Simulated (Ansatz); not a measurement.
From the elastic tensor of SiC at 8 GPa (stress–strain coefficients) to moduli and sound speeds

The calculation used DFT LDA, scalar-relativistic, plane waves, PAW in Ansatz 0.2.0. Plane waves to 420 eV; Γ-centred k mesh 12×12×6; fixed occupations. No spin polarisation.

It takes space group P6_3mc (No. 186, hexagonal). The conventional cell has a = 3.024 Å, b = 3.024 Å, c = 4.961 Å, α = 90.00°, β = 90.00°, γ = 120.00°. Around Si (site symmetry 3m) lie 4 C at 1.85 to 1.86 Å. C (site symmetry 3m) is surrounded by 4 Si at 1.85 to 1.86 Å.

Relaxed-ion constants (GPa, on the Cartesian axes of the calculation):
```
561.2 143.5  82.1   0.0   0.0   0.0
143.5 561.2  82.1   0.0   0.0   0.0
 82.1  82.1 609.2   0.0   0.0   0.0
  0.0   0.0   0.0 157.6   0.0   0.0
  0.0   0.0   0.0   0.0 157.6   0.0
  0.0   0.0   0.0   0.0   0.0 208.9
```

Density 3.390 g/cm³; 4 atoms in 39.28 Å³.

The values that follow are for a polycrystal of randomly turned grains, by Hill's mean where one number stands.

```json
{
 "Bulk modulus, Voigt / Reuss / Hill": "260.8 / 260.8 / 260.8 GPa",
 "Shear modulus, Voigt / Reuss / Hill": "199.7 / 192.1 / 195.9 GPa",
 "Young's modulus": "470 GPa",
 "Poisson ratio": "0.200",
 "Pugh ratio B/G": "1.33",
 "Universal anisotropy index": "0.20",
 "Longitudinal and transverse sound speeds": "12408 and 7601 m/s",
 "Debye temperature from the mean sound speed": "1167 K"
}
```

Cost: 1 run of about 7.2 core-minutes, on Arm Neoverse N1 (shared hosts).

At 8 GPa, SiC resists shear almost as strongly as it resists compression, as expected for a network of short, directional sp³ bonds in which changing bond angles costs much energy. The low Poisson ratio of 0.200 and Pugh ratio of 1.33 fit this picture and suggest brittle behaviour, though they don't determine fracture toughness. Stiff bonds between light atoms also account for the high sound speeds and Debye temperature.

The anisotropy lies almost wholly in shear. The Voigt and Reuss bulk moduli coincide because the a and c axes shorten nearly equally under pressure, whereas the shear bounds separate. Stiffness is greatest along c, where one bond of each tetrahedron points. Shear between basal layers (157.6 GPa) is easier than shear within them (208.9 GPa), probably because it can proceed largely by tilting the bonds that link the layers. The tensor is positive definite, so the crystal is stable against small homogeneous strains at this pressure, but this doesn't establish its stability relative to other polytypes.
